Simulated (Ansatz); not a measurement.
# TaO2 monolayer (2H): phonons and vibrational spectra

Task: relax TaO2 monolayer (2H), then find its harmonic phonons.

Program: Ansatz 0.2.0. Level of theory: DFT PBE, scalar-relativistic, plane waves, PAW. Results are calculated unless marked as measured.

Report form: the programs' logs are mostly left out.

### 1. Starting point

The cell holds 3 atoms: 1 Ta and 2 O. Its edges and angles: a = 2.960 Å, b = 2.960 Å, c = 20.000 Å, α = 90.0°, β = 90.0°, γ = 120.0°. Vacuum lies along c.

### 2. Coarse relaxation

A rough relaxation comes first, because large forces or stress need no tight tolerances yet.

The program solves this slab on a cell height of its own, 28.7 Å, in place of the one typed.

Input file input.yaml:

```yaml
crystal:
  lattice:
    - [2.96, 0.0, 0.0]
    - [-1.48, 2.56344, 0.0]
    - [0.0, 0.0, 20.0]
  atoms:
    - { symbol: Ta, position: [0.333333, 0.666667, 0.5] }
    - { symbol: O, position: [0.666667, 0.333333, 0.56125] }
    - { symbol: O, position: [0.666667, 0.333333, 0.43875] }
  periodic: [true, true, false]
kpoints:
  mp_grid: { grid: [9, 9, 1] }
hamiltonian:
  xc: pbe
scf:
  occupations: { method: gaussian, width: 0.1 }
output:
  forces: true
  stress: true
  eigenvalues: true
relax:
  adjacent_minimum: "off"
  f_tol: 0.05
  max_steps: 80
  cell: { stress_2d_tol: 0.02 }
```

Started as:

```sh
> ansatz run input.yaml --threads 8 --pin off --max-ram 14336MiB --backend cpu --events-out ev --progress --plain --runs-dir out
```

The job ended after 7.4 s (8 threads of Arm Neoverse V2, shared host; peak memory 0.54 GiB).

The steps of the relaxation:

```tsv
step	energy less that of the first step (eV)	largest force component (eV/Å)	volume (Å³)
1	0.0000	0.9634	217.77
2	0.0039	0.7598	225.38
3	-0.0405	0.0434	219.46
4	-0.0404	0.0081	219.99
5*	-0.0422	0.0079	219.99
6	-0.0421	0.0002	220.05
7*	-0.0422	0.0002	220.05
```

Relaxation steps marked * repeat the geometry before them on a plane-wave basis chosen anew for their cell, so energy and pressure can jump there.

Forces are held to the 12 operations that the run works with; a distortion that breaks them can't arise in this run.

```tsv
cell as run	before	after	change
a (Å)	2.960	2.975	+0.5 %
b (Å)	2.960	2.975	+0.5 %
```

The atoms that moved most (Å, along periodic axes as changes of fractional coordinates times the final cell, across vacuum about the mean position):

```tsv
atom	dx	dy	dz	length
O3	0.000	0.000	0.043	0.043
O2	0.000	0.000	-0.043	0.043
```

The relaxed structure:

```xyz
3
Lattice="2.9755 0.0000 0.0000 -1.4877 2.5768 0.0000 0.0000 0.0000 28.7000" Properties=species:S:1:pos:R:3
Ta    0.0000    1.7179   10.0000
O     1.4877    0.8589   11.1821
O     1.4877    0.8589    8.8179
```

Numbers from this step:

| Item | Value |
| --- | --- |
| gap on the k-mesh | 0 eV |
| area per atom | 2.556 Å² |

The relaxation ends with a largest force component of 1.5e-4 eV/Å.

### 3. Relaxation

Harmonic phonons are second derivatives at a point where the forces vanish, and they are wanted at zero stress, so atoms and cell are relaxed first.

Input file input.yaml:

```yaml
crystal:
  lattice:
    - [2.9754534024, 0.0, 0.0]
    - [-1.4877267012, 2.5768182343, 0.0]
    - [0.0, 0.0, 28.7]
  atoms:
    - { symbol: Ta, position: [0.3333333333, 0.6666666667, 0.3484320557] }
    - { symbol: O, position: [0.6666666667, 0.3333333333, 0.3896195025] }
    - { symbol: O, position: [0.6666666667, 0.3333333333, 0.307244609] }
  periodic: [true, true, false]
kpoints:
  mp_grid: { grid: [18, 18, 1] }
hamiltonian:
  xc: pbe
scf:
  occupations: { method: gaussian, width: 0.1 }
output:
  forces: true
  stress: true
  eigenvalues: true
  write_density: true
  write_potential: true
  elf: true
  volumetric_format: npy
relax:
  adjacent_minimum: "off"
  f_tol: 0.005
  max_steps: 80
  cell: { stress_2d_tol: 0.02 }
```

Elapsed: 11 s, on 8 threads; peak memory 0.61 GiB; 78 s of CPU time.

Little changed from the start: no atom moved by 0.005 Å and no cell edge by 0.1 %.

ELF in the ac plane at fractional y = 0.333, with atoms of O within 0.2 Å of it. It is the smooth field of the valence electrons, not physical close to the nuclei.

Ten even steps from '_' (0.00) to '@' (0.81), each cell a mean:
```
______________________________
______________________________
______________________________
______________________________
______________________________
______________________________
______________________________
______________________________
______________________________
______________________________
______________________________
______________________________
______________________________
..________..--==++******++==--
++..____..++%%@@@@%%##%%@@@@%%
::--====--::::--==++++++==--::
==..____..++%%@@@@%%##%%@@@@%%
..________..--++**######**++--
______________________________
______________________________
______________________________
______________________________
______________________________
______________________________
```
Columns run along a (3.0 Å), rows up along c (28.7 Å). Atoms in or near the plane, at fractional coordinates: O at (0.67, 0.39), O at (0.67, 0.31).

Electrostatic potential energy in the ac plane at fractional y = 0.333, with atoms of O within 0.2 Å of it. With pseudopotentials it is smooth inside the atoms' cores, unlike the true potential.

Values in eV, 24 rows by 15 columns, each cell a mean:
```
  0   0   0   0   0   0   0   0   0   0   0   0   0   0   0
  0   0   0   0   0   0   0   0   0   0   0   0   0   0   0
  0   0   0   0   0   0   0   0   0   0   0   0   0   0   0
  0   0   0   0   0   0   0   0   0   0   0   0   0   0   0
  0   0   0   0   0   0   0   0   0   0   0   0   0   0   0
  0   0   0   0   0   0   0   0   0   0   0   0   0   0   0
  0   0   0   0   0   0   0   0   0   0   0   0   0   0   0
  0   0   0   0   0   0   0   0   0   0   0   0   0   0   0
  0   0   0   0   0   0   0   0   0   0   0   0   0   0   0
  0   0   0   0   0   0   0   0   0   0   0   0   0   0   0
  0   0   0   0   0   0   0   0   0   0   0   0   0   0   0
  0   0   0   0   0   0   0   0   0   0   0   0   0   0   0
  0   0   0   0   0   0   0   0   0   0   0   0   0   0   0
  0   0  -1  -1   0   0   0   0  -1  -1  -1  -1  -1   0   0
 -6  -6  -7  -7  -6  -6  -7 -20 -27 -29 -29 -29 -27 -20  -7
-20 -25 -27 -27 -25 -20 -15 -11 -11 -12 -13 -12 -10 -11 -15
 -8  -8  -9  -9  -8  -8  -8 -20 -28 -29 -29 -29 -28 -20  -8
 -1  -1  -1  -1  -1  -1  -1  -1  -2  -3  -4  -3  -2  -1  -1
  0   0   0   0   0   0   0   0   0   0   0   0   0   0   0
  0   0   0   0   0   0   0   0   0   0   0   0   0   0   0
  0   0   0   0   0   0   0   0   0   0   0   0   0   0   0
  0   0   0   0   0   0   0   0   0   0   0   0   0   0   0
  0   0   0   0   0   0   0   0   0   0   0   0   0   0   0
  0   0   0   0   0   0   0   0   0   0   0   0   0   0   0
```
Columns run along a (3.0 Å; values clipped at the 3rd and 97th percentile), rows up along c (28.7 Å). Atoms in or near the plane, at fractional coordinates: O at (0.67, 0.39), O at (0.67, 0.31).

Valence density in the ac plane at fractional y = 0.333, with atoms of O within 0.2 Å of it. It is the smooth field of the valence electrons, not physical close to the nuclei.

Values in e/Å³, 24 rows by 15 columns, each cell a mean:
```
0.0 0.0 0.0 0.0 0.0 0.0 0.0 0.0 0.0 0.0 0.0 0.0 0.0 0.0 0.0
0.0 0.0 0.0 0.0 0.0 0.0 0.0 0.0 0.0 0.0 0.0 0.0 0.0 0.0 0.0
0.0 0.0 0.0 0.0 0.0 0.0 0.0 0.0 0.0 0.0 0.0 0.0 0.0 0.0 0.0
0.0 0.0 0.0 0.0 0.0 0.0 0.0 0.0 0.0 0.0 0.0 0.0 0.0 0.0 0.0
0.0 0.0 0.0 0.0 0.0 0.0 0.0 0.0 0.0 0.0 0.0 0.0 0.0 0.0 0.0
0.0 0.0 0.0 0.0 0.0 0.0 0.0 0.0 0.0 0.0 0.0 0.0 0.0 0.0 0.0
0.0 0.0 0.0 0.0 0.0 0.0 0.0 0.0 0.0 0.0 0.0 0.0 0.0 0.0 0.0
0.0 0.0 0.0 0.0 0.0 0.0 0.0 0.0 0.0 0.0 0.0 0.0 0.0 0.0 0.0
0.0 0.0 0.0 0.0 0.0 0.0 0.0 0.0 0.0 0.0 0.0 0.0 0.0 0.0 0.0
0.0 0.0 0.0 0.0 0.0 0.0 0.0 0.0 0.0 0.0 0.0 0.0 0.0 0.0 0.0
0.0 0.0 0.0 0.0 0.0 0.0 0.0 0.0 0.0 0.0 0.0 0.0 0.0 0.0 0.0
0.0 0.0 0.0 0.0 0.0 0.0 0.0 0.0 0.0 0.0 0.0 0.0 0.0 0.0 0.0
0.0 0.0 0.0 0.0 0.0 0.0 0.0 0.0 0.0 0.0 0.0 0.0 0.0 0.0 0.0
0.0 0.0 0.0 0.0 0.0 0.0 0.0 0.1 0.1 0.2 0.2 0.2 0.1 0.1 0.0
0.3 0.2 0.1 0.1 0.2 0.3 0.6 1.4 3.0 4.7 5.5 4.7 3.0 1.4 0.6
0.5 0.7 0.9 0.9 0.7 0.5 0.5 0.5 0.6 0.8 0.8 0.8 0.6 0.5 0.5
0.3 0.2 0.2 0.2 0.2 0.3 0.6 1.4 3.0 4.8 5.5 4.8 3.0 1.4 0.6
0.0 0.0 0.0 0.0 0.0 0.0 0.1 0.1 0.2 0.3 0.4 0.3 0.2 0.1 0.1
0.0 0.0 0.0 0.0 0.0 0.0 0.0 0.0 0.0 0.0 0.0 0.0 0.0 0.0 0.0
0.0 0.0 0.0 0.0 0.0 0.0 0.0 0.0 0.0 0.0 0.0 0.0 0.0 0.0 0.0
0.0 0.0 0.0 0.0 0.0 0.0 0.0 0.0 0.0 0.0 0.0 0.0 0.0 0.0 0.0
0.0 0.0 0.0 0.0 0.0 0.0 0.0 0.0 0.0 0.0 0.0 0.0 0.0 0.0 0.0
0.0 0.0 0.0 0.0 0.0 0.0 0.0 0.0 0.0 0.0 0.0 0.0 0.0 0.0 0.0
0.0 0.0 0.0 0.0 0.0 0.0 0.0 0.0 0.0 0.0 0.0 0.0 0.0 0.0 0.0
```
Columns run along a (3.0 Å), rows up along c (28.7 Å). Atoms in or near the plane, at fractional coordinates: O at (0.67, 0.39), O at (0.67, 0.31).

### 4. Tight relaxation

Phonons need a cell at rest on their own settings, so the relaxation is repeated with tight tolerances on forces and stress on the k mesh and occupations of the first response run.

input.yaml, the sections that differ from step 3:

```yaml
crystal:
  lattice:
    - [2.9758321477, 0.0, 0.0]
    - [-1.4879160739, 2.5771462373, 0.0]
    - [0.0, 0.0, 28.7]
  atoms:
    - { symbol: Ta, position: [0.3333333333, 0.6666666667, 0.3484320557] }
    - { symbol: O, position: [0.6666666667, 0.3333333333, 0.3896009517] }
    - { symbol: O, position: [0.6666666667, 0.3333333333, 0.3072631597] }
  periodic: [true, true, false]
scf:
  occupations: { method: methfessel_paxton, width: 0.15 }
relax:
  adjacent_minimum: "off"
  f_tol: 0.001
  max_steps: 60
  cell: { stress_2d_tol: 0.002 }
# kpoints, hamiltonian, output: as in step 3
```

It took 11 s on 8 threads; peak memory 0.61 GiB.

Little changed from the start: no atom moved by 0.005 Å and no cell edge by 0.1 %.

This step gave:

- area per atom: 2.557 Å²

ELF in the ac plane at fractional y = 0.333, with atoms of O within 0.2 Å of it. It is the smooth field of the valence electrons, not physical close to the nuclei.

Values, 24 rows by 15 columns, each cell a mean:
```
0.00 0.00 0.00 0.00 0.00 0.00 0.00 0.00 0.00 0.00 0.00 0.00 0.00 0.00 0.00
0.00 0.00 0.00 0.00 0.00 0.00 0.00 0.00 0.00 0.00 0.00 0.00 0.00 0.00 0.00
0.00 0.00 0.00 0.00 0.00 0.00 0.00 0.00 0.00 0.00 0.00 0.00 0.00 0.00 0.00
0.00 0.00 0.00 0.00 0.00 0.00 0.00 0.00 0.00 0.00 0.00 0.00 0.00 0.00 0.00
0.00 0.00 0.00 0.00 0.00 0.00 0.00 0.00 0.00 0.00 0.00 0.00 0.00 0.00 0.00
0.00 0.00 0.00 0.00 0.00 0.00 0.00 0.00 0.00 0.00 0.00 0.00 0.00 0.00 0.00
0.00 0.00 0.00 0.00 0.00 0.00 0.00 0.00 0.00 0.00 0.00 0.00 0.00 0.00 0.00
0.00 0.00 0.00 0.00 0.00 0.00 0.00 0.00 0.00 0.00 0.00 0.00 0.00 0.00 0.00
0.00 0.00 0.00 0.00 0.00 0.00 0.00 0.00 0.00 0.00 0.00 0.00 0.00 0.00 0.00
0.00 0.00 0.00 0.00 0.00 0.00 0.00 0.00 0.00 0.00 0.00 0.00 0.00 0.00 0.00
0.00 0.00 0.00 0.00 0.00 0.00 0.00 0.00 0.00 0.00 0.00 0.00 0.00 0.00 0.00
0.00 0.00 0.00 0.00 0.00 0.00 0.00 0.00 0.00 0.00 0.00 0.00 0.00 0.00 0.00
0.00 0.00 0.00 0.00 0.00 0.00 0.00 0.01 0.02 0.02 0.02 0.02 0.02 0.01 0.00
0.12 0.03 0.01 0.01 0.03 0.12 0.25 0.38 0.46 0.51 0.53 0.51 0.46 0.37 0.25
0.43 0.16 0.06 0.06 0.16 0.43 0.69 0.81 0.79 0.67 0.58 0.67 0.79 0.81 0.69
0.19 0.28 0.37 0.37 0.29 0.19 0.18 0.29 0.39 0.43 0.44 0.43 0.39 0.29 0.18
0.40 0.16 0.07 0.07 0.16 0.40 0.66 0.79 0.78 0.66 0.57 0.66 0.78 0.79 0.66
0.16 0.04 0.01 0.01 0.04 0.16 0.32 0.45 0.54 0.59 0.61 0.59 0.54 0.45 0.32
0.00 0.00 0.00 0.00 0.00 0.00 0.01 0.02 0.03 0.03 0.04 0.03 0.03 0.02 0.01
0.00 0.00 0.00 0.00 0.00 0.00 0.00 0.00 0.00 0.00 0.00 0.00 0.00 0.00 0.00
0.00 0.00 0.00 0.00 0.00 0.00 0.00 0.00 0.00 0.00 0.00 0.00 0.00 0.00 0.00
0.00 0.00 0.00 0.00 0.00 0.00 0.00 0.00 0.00 0.00 0.00 0.00 0.00 0.00 0.00
0.00 0.00 0.00 0.00 0.00 0.00 0.00 0.00 0.00 0.00 0.00 0.00 0.00 0.00 0.00
0.00 0.00 0.00 0.00 0.00 0.00 0.00 0.00 0.00 0.00 0.00 0.00 0.00 0.00 0.00
```
Columns run along a (3.0 Å), rows up along c (28.7 Å). Atoms in or near the plane, at fractional coordinates: O at (0.67, 0.39), O at (0.67, 0.31).

Valence density in the ac plane at fractional y = 0.333, with atoms of O within 0.2 Å of it. It is the smooth field of the valence electrons, not physical close to the nuclei.

Ten steps, logarithmic in the rise over the least value, from '0' (0.0 e/Å³) to '9' (5.5 e/Å³), each cell a mean:
```
000000000000000
000000000000000
000000000000000
000000000000000
000000000000000
000000000000000
000000000000000
000000000000000
000000000000000
000000000000000
000000000000000
000000000000000
000000000000000
000000112333211
432234578999875
556655445555544
433334578999875
100001123444321
000000000000000
000000000000000
000000000000000
000000000000000
000000000000000
000000000000000
```
Columns run along a (3.0 Å), rows up along c (28.7 Å). Atoms in or near the plane, at fractional coordinates: O at (0.67, 0.39), O at (0.67, 0.31).

Electrostatic potential energy in the ac plane at fractional y = 0.333, with atoms of O within 0.2 Å of it. With pseudopotentials it is smooth inside the atoms' cores, unlike the true potential.

Ten even steps from '0' (-29 eV) to '9' (0 eV), each cell a mean:
```
999999999999999
999999999999999
999999999999999
999999999999999
999999999999999
999999999999999
999999999999999
999999999999999
999999999999999
999999999999999
999999999999999
999999999999999
999999999999999
999999999999999
777777730000037
310013466555664
776677720000027
999999999888999
999999999999999
999999999999999
999999999999999
999999999999999
999999999999999
999999999999999
```
Columns run along a (3.0 Å; values clipped at the 3rd and 97th percentile), rows up along c (28.7 Å). Atoms in or near the plane, at fractional coordinates: O at (0.67, 0.39), O at (0.67, 0.31).

The largest force component left is 0.12 meV/Å, within the tolerances set.

### 5. Zone-centre response

The zone centre comes first: it holds the modes that light can see, as far as symmetry allows. No field response is asked, since the mesh shows no gap.

input.yaml, the sections that differ from step 4:

```yaml
crystal:
  lattice:
    - [2.9759263965, 0.0, 0.0]
    - [-1.4879631983, 2.5772278592, 0.0]
    - [0.0, 0.0, 28.7]
  atoms:
    - { symbol: Ta, position: [0.3333333333, 0.6666666667, 0.3484320557] }
    - { symbol: O, position: [0.6666666667, 0.3333333333, 0.3895865117] }
    - { symbol: O, position: [0.6666666667, 0.3333333333, 0.3072775997] }
  periodic: [true, true, false]
output:
  eigenvalues: true
phonons:
  method: dfpt
# kpoints, hamiltonian, scf: as in step 4
# relax: removed
```

Wall time 45 s (8 threads); peak memory 1.3 GiB.

This step gave:

```
sum-rule residual before enforcement                    : 6.70e-5 eV/Å²
point group                                             : -6m2
highest optical mode at the zone centre (no LO-TO term) : 673.3 cm⁻¹
lowest optical zone-centre mode                         : -385.1 cm⁻¹
```

Patterns of degenerate modes are one choice out of their space. Modes at Γ, with each element's share of the kinetic energy (negative means imaginary):

```tsv
mode	frequency (cm⁻¹)	symmetry	Ta %	O %
1	-385.1	E'	15	85
2	-385.1	E'	15	85
3	0.0	acoustic	85	15
4	0.0	acoustic	85	15
5	0.0	acoustic	85	15
6	343.3	E''	0	100
7	343.3	E''	0	100
8	606.1	A2''	15	85
9	673.3	A1'	0	100
```

Displacements in mode 2 (-385.1 cm⁻¹), the largest set to 1:
```
Ta1  0.00 -0.18  0.00
O2   0.00  1.00  0.00
O3   0.00  1.00  0.00
```

Displacements in mode 8 (606.1 cm⁻¹), the largest set to 1:
```
Ta1  0.00  0.00 -0.18
O2   0.00  0.00  1.00
O3   0.00  0.00  1.00
```

Before it was imposed, the acoustic sum rule was missed by 6.7e-5 eV/Å². Small misses are needed for a sound result but don't prove that mesh and cutoff are converged. The lowest optical mode is imaginary, 385.1i cm⁻¹, so the energy falls along it.

### 6. The dispersion

Stability and thermal properties need the whole zone. Linear response on a 6×6×1 q mesh gives force constants as far as a supercell of that size would.

Changes to input.yaml since step 5:

```diff
@@ -20 +20,10 @@
   method: dfpt
+  qmesh: [6, 6, 1]
+  temperatures: { t_max: 1000, t_step: 50 }
+  qpath:
+    path:
+      - [0.0, 0.0, 0.0]
+      - [0.5, 0.0, 0.0]
+      - [0.33333333, 0.33333333, 0.0]
+      - [0.0, 0.0, 0.0]
+    npoints: 10
```

It took 8.4 min on 8 threads; peak memory 2.5 GiB.

Numbers from this step:

```yaml
sum_rule_residual_before_enforcement: 5.63e-5 eV/Å²
lowest_frequency_on_the_path: -414.6 cm⁻¹
highest_frequency_on_the_path_or_at_a_solved_wavevector: 673.3 cm⁻¹
lowest_mode_on_the_q_mesh_acoustic_modes_at_gamma_apart: -411.3 cm⁻¹
```

[end of part 1 of 2]

[Logs are printed without paths, hosts, clocks, repeated set-up lines and the standing remarks that a program may print on its own settings, such as how far it seeks lower states.]

[Hosts, paths, dates, database ids (printed as entryN), source tags and the programs' standing remarks are cut or masked in the printed files.]
